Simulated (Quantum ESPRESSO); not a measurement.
**HfO2 under changes of volume**

One of the cells (11.152 Å³/atom); the others are scaled copies at fixed shape and fractional positions:

```
CELL_PARAMETERS angstrom
0.00000 2.55750 2.55750
2.55750 0.00000 2.55750
2.55750 2.55750 0.00000
ATOMIC_POSITIONS crystal
Hf 0.00000 0.00000 0.00000
O 0.75000 0.75000 0.75000
O 0.25000 0.25000 0.25000
```

Measurements of this composition are mostly on another form, of space group No. 14.

```yaml
Program: Quantum ESPRESSO 7.5
Functional: rev-vdW-DF2
Potentials_or_basis: PseudoDojo 0.4.1 SR PBE standard
Cutoff: 1143 eV
Density_cutoff: 4572 eV
k_mesh: 9 × 9 × 9
Occupations: fermi-dirac, width 0.05 eV
Spin: no spin polarisation
```

```csv
volume (Å³/atom),energy over the lowest point (meV/atom),pressure (GPa),gap on the mesh (eV)
10.483,6.33,7.5,3.97
10.706,0.00,1.7,3.91
10.929,1.34,-3.6,3.85
11.152,?,?,?
11.375,23.93,-12.4,3.74
11.598,43.85,-16.2,3.68
11.821,68.73,-19.6,3.62
```

Problem. What does the run at 11.152 Å³/atom give?

Solution. Energy over the lowest point 9.55 meV/atom; pressure -8.2 GPa; gap on the mesh 3.79 eV.

Worked out: A Birch-Murnaghan fit of order 3 (a polynomial in V^(-2/3)) to the other rows has its minimum at 10.78 Å³/atom with B0 = V·E''(V) = 257 GPa and B' = 4.3. It gives 9.55 meV/atom at 11.152 Å³/atom, against the run's 9.55, and -dE/dV = -8.2 GPa, against -8.2. A straight line through the other rows of the gap, of slope -2.89 eV per unit of ln V, gives 3.79 eV, against the run's 3.79.

Energies are extrapolated to zero smearing.

Caveats: the potentials were made for another functional, which shifts forces and pressure; spin-orbit coupling is left out, which moves the levels of the heavy elements; an odd mesh through Γ misses points on the zone boundary, where band edges often lie.
